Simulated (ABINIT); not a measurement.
# Ag (Fm-3m) in ABINIT: reference runs

Reference runs on Ag: the cell as given and a disturbed copy.

Program: ABINIT 10.8.3 (patched build). These are calculated values, not measurements. Logs are shortened: lines on timing, memory, paths and dates and some standing lists are left out, and cuts for length are marked. The log counts tension as positive stress, the text compression.

### 1 The crystal as given

The structure is cubic, space group Fm-3m (No. 225). The conventional cell has a = 4.085 Å, b = 4.085 Å, c = 4.085 Å, α = 90.00°, β = 90.00°, γ = 90.00°. Ag (site symmetry m-3m) is surrounded by 12 Ag at 2.89 Å.

### 2 Single point, PBE

run.abi reads:

```
# Pseudopotentials
pp_dirpath "./"
pseudos "Ag.GGA_PBE-JTH.xml"

# Structure
structure "poscar:POSCAR"
natom 1

# Plane-wave basis
ecut 462.593566 eV
pawecutdg 34.0

# k points
kptopt 1
ngkpt 11 11 11
nshiftk 1
shiftk 0.0 0.0 0.0

# Exchange and correlation
ixc 11

# Bands and occupations
nband 10
occopt 3
tsmear 0.05 eV

# SCF cycle
nstep 100
tolvrs 1.0e-9

# Output
iomode 3
prtwf 0
prtden 0
prteig 0
prtebands 0
enunit 1
```

POSCAR reads:

```
Ag
1.0
    0.0000000000      2.0427500000      2.0427500000
    2.0427500000      0.0000000000      2.0427500000
    2.0427500000      2.0427500000      0.0000000000
Ag
1
Direct
    0.0000000000      0.0000000000      0.0000000000  Ag
```

Potentials or basis: JTH PAW PBE v2.0.

Started as:

```
$ abinit run.abi > log 2>&1
```

run.abo:

```text
.Version 10.8.3 of ABINIT
 Symmetries : space group Fm -3 m (#225); Bravais cF (face-center cubic)
================================================================================
 Values of the parameters that define the memory need of the present run
     intxc =       0    ionmov =       0      iscf =      17    lmnmax =      18
     lnmax =       6     mgfft =      24  mpssoang =       3    mqgrid =    3001
     natom =       1  nloc_mem =       2    nspden =       1   nspinor =       1
    nsppol =       1      nsym =      48    n1xccc =       1    ntypat =       1
    occopt =       3   xclevel =       2
       mpw =         391          nfft =       13824          nkpt =          56
 PAW method is used; the additional fine FFT grid is defined by:
   mgfftf=        30    nfftf =     27000
================================================================================
================================================================================

--------------------------------------------------------------------------------
------------- Echo of variables that govern the present computation ------------
--------------------------------------------------------------------------------
 -outvars: echo values of preprocessed input variables --------
            acell      1.0000000000E+00  1.0000000000E+00  1.0000000000E+00 Bohr
              amu      1.07868200E+02
             ecut      1.70000000E+01 Hartree
           enunit           1
                       outvar_i_n : Printing only first  50 k-points.
              ixc          11
                       outvar_i_n : Printing only first  50 k-points.
         kptrlatt       11    0    0      0   11    0      0    0   11
          kptrlen      6.00512109E+01
            natom           1
            nband          10
            ngfft          24      24      24
          ngfftdg          30      30      30
             nkpt          56
            nstep         100
             nsym          48
           ntypat           1
                       prtocc : prtvol=0, do not print more k-points.
           occopt           3
        pawecutdg      3.40000000E+01 Hartree
         pawxcdev           0
           prtden           0
        prtebands           0
           prteig           0
            prtwf           0
            rprim      0.0000000000E+00  3.8602380437E+00  3.8602380437E+00
                       3.8602380437E+00  0.0000000000E+00  3.8602380437E+00
                       3.8602380437E+00  3.8602380437E+00  0.0000000000E+00
          spgroup         225
           tolvrs      1.00000000E-09
           tsmear      1.83746611E-03 Hartree
            typat      1
           useylm           1
                       outvars : Printing only first  50 k-points.
            znucl       47.00000

================================================================================

 chkinp: Checking input parameters for consistency.

================================================================================
== DATASET  1 ==================================================================

--- !DatasetInfo
iteration_state: {dtset: 1, }
dimensions: {natom: 1, nkpt: 56, mband: 10, nsppol: 1, nspinor: 1, nspden: 1, mpw: 391, }
cutoff_energies: {ecut:  17.0, pawecutdg:  34.0, }
electrons: {nelect:   1.10000000E+01, charge:   0.00000000E+00, occopt:   3.00000000E+00, tsmear:   1.83746611E-03, }
meta: {optdriver: 0, ionmov: 0, optcell: 0, iscf: 17, paral_kgb: 0, }
...

 Exchange-correlation functional for the present dataset will be:
  GGA: Perdew-Burke-Ernzerhof functional - ixc=11
  J.P.Perdew, K.Burke, M.Ernzerhof, PRL 77, 3865 (1996)

 Real(R)+Recip(G) space primitive vectors, cartesian coordinates (Bohr,Bohr^-1):
 R(1)=  0.0000000  3.8602380  3.8602380  G(1)= -0.1295257  0.1295257  0.1295257
 R(2)=  3.8602380  0.0000000  3.8602380  G(2)=  0.1295257 -0.1295257  0.1295257
 R(3)=  3.8602380  3.8602380  0.0000000  G(3)=  0.1295257  0.1295257 -0.1295257
 Unit cell volume ucvol=  1.1504619E+02 bohr^3
 Angles (23,13,12)=  6.00000000E+01  6.00000000E+01  6.00000000E+01 degrees

 Coarse grid specifications (used for wave-functions):

 getcut: wavevector=  0.0000  0.0000  0.0000  ngfft=  24  24  24
         ecut(hartree)=     17.000   => boxcut(ratio)=   2.36860

 getcut : COMMENT -
  Note that boxcut > 2.2 ; recall that boxcut=Gcut(box)/Gcut(sphere) = 2
  is sufficient for exact treatment of convolution.
  Such a large boxcut is a waste : you could raise ecut
  e.g. ecut=   23.843723 Hartrees makes boxcut=2

 Fine grid specifications (used for densities):

 getcut: wavevector=  0.0000  0.0000  0.0000  ngfft=  30  30  30
         ecut(hartree)=     34.000   => boxcut(ratio)=   2.09590

--- Pseudopotential description ------------------------------------------------
- pspini: atom type   1  psp file is ./Ag.GGA_PBE-JTH.xml
 Pseudopotential format is: paw10
 basis_size (lnmax)=  6 (lmn_size= 18), orbitals=   0   0   1   1   2   2
 Spheres core radius: rc_sph= 2.51516130
 Shapefunction is BESSEL type: shapef(r,l)=aa(1,l)*jl(q(1,l)*r)+aa(2,l)*jl(q(2,l)*r)
 Radius for shape functions =  2.20290272
 Compensation charge density is not taken into account in XC energy/potential

   4.44827459E+02                                ecore*ucvol(ha*bohr**3)
--------------------------------------------------------------------------------

[... 7 lines left out ...]

     iter   Etot(hartree)      deltaE(h)  residm     nres2
 ETOT  1  -38.170518970435    -3.817E+01 6.484E-01 4.001E+00
 ETOT  2  -38.224049454327    -5.353E-02 1.486E-02 8.436E-01
 ETOT  3  -38.220376671219     3.673E-03 3.910E-04 1.171E-02
 ETOT  4  -38.220341578088     3.509E-05 4.238E-03 2.613E-03
 ETOT  5  -38.220330968632     1.061E-05 8.499E-05 2.562E-04
 ETOT  6  -38.220330178767     7.899E-07 1.256E-04 9.690E-07
 ETOT  7  -38.220330177724     1.043E-09 1.646E-05 4.152E-08
 ETOT  8  -38.220330177725    -1.378E-12 3.987E-05 2.077E-09
 ETOT  9  -38.220330177716     8.768E-12 3.739E-06 1.203E-10

 At SCF step    9       nres2   =  1.20E-10 < tolvrs=  1.00E-09 =>converged.

 Cartesian components of stress tensor (hartree/bohr^3)
  sigma(1 1)= -1.52840782E-04  sigma(3 2)=  0.00000000E+00
  sigma(2 2)= -1.52840782E-04  sigma(3 1)=  0.00000000E+00
  sigma(3 3)= -1.52840782E-04  sigma(2 1)=  0.00000000E+00

--- !ResultsGS
iteration_state: {dtset: 1, }
comment   : Summary of ground state results
lattice_vectors:
- [  0.0000000,   3.8602380,   3.8602380, ]
- [  3.8602380,   0.0000000,   3.8602380, ]
- [  3.8602380,   3.8602380,   0.0000000, ]
lattice_lengths: [   5.45920,    5.45920,    5.45920, ]
lattice_angles: [ 60.000,  60.000,  60.000, ] # degrees, (23, 13, 12)
lattice_volume:   1.1504619E+02
convergence: {deltae:  8.768E-12, res2:  1.203E-10, residm:  3.739E-06, diffor: null, }
etotal    :  -3.82203302E+01
entropy   :   0.00000000E+00
fermie    :   1.50839956E-01
cartesian_stress_tensor: # hartree/bohr^3
- [ -1.52840782E-04,   0.00000000E+00,   0.00000000E+00, ]
- [  0.00000000E+00,  -1.52840782E-04,   0.00000000E+00, ]
- [  0.00000000E+00,   0.00000000E+00,  -1.52840782E-04, ]
pressure_GPa:   4.4967E+00
xred      :
- [  0.0000E+00,   0.0000E+00,   0.0000E+00, Ag]
cartesian_forces: # hartree/bohr
- [ -0.00000000E+00,  -0.00000000E+00,  -0.00000000E+00, ]
force_length_stats: {min:   0.00000000E+00, max:   0.00000000E+00, mean:   0.00000000E+00, }
...

 Integrated electronic density in atomic spheres:
 ------------------------------------------------
 Atom  Sphere_radius  Integrated_density
    1        2.51516          9.82092171

================================================================================

 ----iterations are completed or convergence reached----

 Mean square residual over all n,k,spin=   12.238E-09; max=  37.386E-07
 reduced coordinates (array xred) for    1 atoms
       0.000000000000      0.000000000000      0.000000000000
 rms dE/dt=  0.0000E+00; max dE/dt=  0.0000E+00; dE/dt below (all hartree)
    1       0.000000000000      0.000000000000      0.000000000000

 cartesian coordinates (angstrom) at end:
    1      0.00000000000000     0.00000000000000     0.00000000000000

 cartesian forces (hartree/bohr) at end:
    1     -0.00000000000000    -0.00000000000000    -0.00000000000000
 frms,max,avg= 0.0000000E+00 0.0000000E+00   0.000E+00  0.000E+00  0.000E+00 h/b

 cartesian forces (eV/Angstrom) at end:
    1     -0.00000000000000    -0.00000000000000    -0.00000000000000
 frms,max,avg= 0.0000000E+00 0.0000000E+00   0.000E+00  0.000E+00  0.000E+00 e/A
 length scales=  1.000000000000  1.000000000000  1.000000000000 bohr
              =  0.529177210544  0.529177210544  0.529177210544 angstroms
 Fermi (or HOMO) energy (eV) =   4.10456   Average Vxc (eV)= -12.31885
 Eigenvalues (   eV  ) for nkpt=  56  k points:
 kpt#   1, nband= 10, wtk=  0.00075, kpt=  0.0000  0.0000  0.0000 (reduced coord)
  -3.92303   -0.95828   -0.95828   -0.95828    0.07484    0.07484   20.55345   23.96731
  23.96731   23.96731
 prteigrs : prtvol=0 or 1, do not print more k-points.

--- !EnergyTerms
iteration_state     : {dtset: 1, }
comment             : Components of total free energy in Hartree
kinetic             :  1.00927364209404E+01
hartree             :  6.05508567583849E+00
xc                  : -1.22676194587583E+01
Ewald energy        : -3.59283744090234E+01
psp_core            :  3.86651173650897E+00
local_psp           : -1.54731235883914E+01
PAW spherical_terms :  5.43455806877635E+00
internal            : -3.82202255541088E+01
'-kT*entropy'       : -1.03732392511378E-04
total_energy        : -3.82203292865013E+01
total_energy_eV     : -1.04002814266357E+03
...

--- !EnergyTermsDC
iteration_state     : {dtset: 1, }
comment             : '"Double-counting" decomposition of free energy'
band_energy         : -1.97313446831601E-01
Ewald energy        : -3.59283744090234E+01
psp_core            :  3.86651173650897E+00
xc_dc               : -1.44331421856281E+01
PAW spherical_terms :  8.47209185965030E+00
internal            : -3.82202264453239E+01
'-kT*entropy'       : -1.03732392511378E-04
total_energy_dc     : -3.82203301777164E+01
total_energy_dc_eV  : -1.04002816691476E+03
...

--- !EnergyTermsWithPAWCore
iteration_state     : {dtset: 1, }
comment             : 'Components of total free energy, including PAW core contributions'
Total energy        : -5.31613368234676E+03
Total energy DC     : -5.31613368323798E+03
Total energy (eV)   : -1.44659366965607E+05
Total energy DC (eV): -1.44659366989858E+05
...

 Cartesian components of stress tensor (hartree/bohr^3)
  sigma(1 1)= -1.52840782E-04  sigma(3 2)=  0.00000000E+00
  sigma(2 2)= -1.52840782E-04  sigma(3 1)=  0.00000000E+00
  sigma(3 3)= -1.52840782E-04  sigma(2 1)=  0.00000000E+00

-Cartesian components of stress tensor (GPa)         [Pressure=  4.4967E+00 GPa]
- sigma(1 1)= -4.49673105E+00  sigma(3 2)=  0.00000000E+00
- sigma(2 2)= -4.49673105E+00  sigma(3 1)=  0.00000000E+00
- sigma(3 3)= -4.49673105E+00  sigma(2 1)=  0.00000000E+00

== END DATASET(S) ==============================================================
================================================================================

 -outvars: echo values of variables after computation  --------
            acell      1.0000000000E+00  1.0000000000E+00  1.0000000000E+00 Bohr
           etotal     -3.8220330178E+01
            fcart     -0.0000000000E+00 -0.0000000000E+00 -0.0000000000E+00
            rprim      0.0000000000E+00  3.8602380437E+00  3.8602380437E+00
                       3.8602380437E+00  0.0000000000E+00  3.8602380437E+00
                       3.8602380437E+00  3.8602380437E+00  0.0000000000E+00
           strten     -1.5284078190E-04 -1.5284078190E-04 -1.5284078190E-04
                       0.0000000000E+00  0.0000000000E+00  0.0000000000E+00
 Calculation completed.
```

Run time: 7.4 s. Hardware: 1 thread of Arm Neoverse V1, shared host; peak memory 0.09 GiB.

What came out:

```yaml
Free_energy: -1040.0282 eV
Pressure: 4.5 GPa
Band_gap_on_the_k_mesh: none (metal or under the smearing width)
Valence_electrons_inside_the_program's_atomic_spheres: Ag 9.82 (radii [1.331] Å)
```

### 3 Single point, PBE (cell strained at random at fixed volume)

run.abi reads:

```
# Pseudopotentials
pp_dirpath "./"
pseudos "Ag.GGA_PBE-JTH.xml"

# Structure
acell 2.9033357863 2.8493221928 2.9287765404 Angstrom
rprim
    -0.0021433966     0.7021674894     0.7120085833
     0.7071762558     0.0164761992     0.7068452999
     0.7121045157     0.7020269289    -0.0080839216
ntypat 1
znucl 47
natom 1
typat 1
xred
     0.0022060000     0.0285520000    -0.0104340000
chkprim 0
chksymtnons 0
tolsym 1.0e-6

# Plane-wave basis
ecut 17.0
pawecutdg 34.0

# k points
kptopt 1
ngkpt 11 11 11
nshiftk 1
shiftk 0.0 0.0 0.0

# Exchange and correlation
ixc 11

# Bands and occupations
nband 10
occopt 3
tsmear 0.00183747

# SCF cycle
nstep 100
tolvrs 1.0e-9

# Output
iomode 3
prtwf 0
prteig 0
prtebands 0
prtden 1
prtvha 1
prtvclmb 1
prtpot 1
```

Potentials or basis: JTH PAW PBE v2.0.

Started as:

```
$ abinit run.abi > log 2>&1
```

run.abo:

```text
.Version 10.8.3 of ABINIT
 Symmetries : space group P-1 (#  2); Bravais aP (primitive triclinic)
================================================================================
 Values of the parameters that define the memory need of the present run
     intxc =       0    ionmov =       0      iscf =      17    lmnmax =      18
     lnmax =       6     mgfft =      24  mpssoang =       3    mqgrid =    3001
     natom =       1  nloc_mem =       2    nspden =       1   nspinor =       1
    nsppol =       1      nsym =       2    n1xccc =       1    ntypat =       1
    occopt =       3   xclevel =       2
       mpw =         395          nfft =       11520          nkpt =         666
 PAW method is used; the additional fine FFT grid is defined by:
   mgfftf=        30    nfftf =     27000
================================================================================
================================================================================

--------------------------------------------------------------------------------
------------- Echo of variables that govern the present computation ------------
--------------------------------------------------------------------------------
 -outvars: echo values of preprocessed input variables --------
            acell      5.4865094877E+00  5.3844385889E+00  5.5345855453E+00 Bohr
              amu      1.07868200E+02
          chkprim           0
      chksymtnons           0
             ecut      1.70000000E+01 Hartree
                       outvar_i_n : Printing only first  50 k-points.
              ixc          11
[... 191 lines left out ...]
comment             : '"Double-counting" decomposition of free energy'
band_energy         : -1.96522548596263E-01
Ewald energy        : -3.59189672617385E+01
psp_core            :  3.86651194597160E+00
xc_dc               : -1.44427756032414E+01
PAW spherical_terms :  8.47175410308497E+00
internal            : -3.82199993645195E+01
'-kT*entropy'       : -9.20551326105694E-05
total_energy_dc     : -3.82200914196521E+01
total_energy_dc_eV  : -1.04002166997686E+03
...

--- !EnergyTermsWithPAWCore
iteration_state     : {dtset: 1, }
comment             : 'Components of total free energy, including PAW core contributions'
Total energy        : -5.31613344398718E+03
Total energy DC     : -5.31613344447991E+03
Total energy (eV)   : -1.44659360479512E+05
Total energy DC (eV): -1.44659360492920E+05
...

 Cartesian components of stress tensor (hartree/bohr^3)
  sigma(1 1)= -1.74374517E-04  sigma(3 2)=  3.01767077E-05
  sigma(2 2)= -1.65774749E-04  sigma(3 1)= -5.09556511E-05
  sigma(3 3)= -1.62264342E-04  sigma(2 1)=  6.25128694E-05

-Cartesian components of stress tensor (GPa)         [Pressure=  4.9272E+00 GPa]
- sigma(1 1)= -5.13027541E+00  sigma(3 2)=  8.87829392E-01
- sigma(2 2)= -4.87726151E+00  sigma(3 1)= -1.49916701E+00
- sigma(3 3)= -4.77398175E+00  sigma(2 1)=  1.83919212E+00

== END DATASET(S) ==============================================================
================================================================================

 -outvars: echo values of variables after computation  --------
            acell      5.4865094877E+00  5.3844385889E+00  5.5345855453E+00 Bohr
           etotal     -3.8220091420E+01
            fcart     -0.0000000000E+00 -0.0000000000E+00 -0.0000000000E+00
            rprim     -2.1433966000E-03  7.0216748940E-01  7.1200858330E-01
                       7.0717625580E-01  1.6476199200E-02  7.0684529990E-01
                       7.1210451570E-01  7.0202692890E-01 -8.0839216000E-03
           strten     -1.7437451683E-04 -1.6577474912E-04 -1.6226434152E-04
                       3.0176707668E-05 -5.0955651109E-05  6.2512869444E-05
           xangst      3.5756682925E-02 -1.5615523160E-02  6.2311863140E-02
             xred      2.2060000000E-03  2.8552000000E-02 -1.0434000000E-02
 Calculation completed.
```

It took 57 s on 1 thread of Arm Neoverse V1, shared host; peak memory 0.2 GiB.

What came out:

* Free energy: -1040.0217 eV
* Pressure: 4.9 GPa
* Band gap on the k mesh: none (metal or under the smearing width)
* Valence electrons inside the program's atomic spheres: Ag 9.82 (radii [1.331] Å)

Levels at points of the mesh, in eV from the Fermi level:
```csv
k point,band 1,band 2,band 3,band 4,band 5,band 6,band 7,band 8,band 9,band 10
"(0.00, 0.00, 0.00)",-7.95,-5.15,-5.04,-4.80,-3.98,-3.89,16.43,19.19,19.74,21.05
```
